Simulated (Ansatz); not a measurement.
**Ga in Ansatz: the effect of functional**

Crystal: Ga.

```xyz
2
Lattice="2.7217 0.0000 0.0000 0.0000 3.2146 0.0000 -1.3160 0.0000 3.9088" Properties=species:S:1:pos:R:3 pbc="T T T"
Ga   -0.6472    2.4110    3.0104
Ga    2.0529    0.8037    0.8984
```

This isn't the form of Ga at room conditions, which is orthorhombic.

The cell isn't the ideal one: volume scaled by 0.94.

Alike in all runs:

| Quantity | Value |
| --- | --- |
| Program | Ansatz 0.2.0 |
| Task | single point |
| Potentials or basis | Ansatz PAW |
| k mesh | 10 × 8 × 7 |
| Occupations | fermi-dirac, width 0.05 eV |
| Spin | no spin polarisation |

```csv
functional,cutoff,pressure (GPa),largest force (eV/Å)
LDA,420 eV (not typed: the program's choice for these potentials),1.0,0.09
PBEsol,420 eV (not typed: the program's choice for these potentials),?,?
r2SCAN,500 eV (not typed: the program's choice for these potentials),4.2,0.08
```

Task: What does the run with functional PBEsol give?

Result: Pressure 3.4 GPa; largest force 0.09 eV/Å.

Caveats: the PAW data sets come from PBE, with cores solved anew for the run's functional, which leaves a small shift of forces and pressure.

Runs at the PBE level aren't shown here.
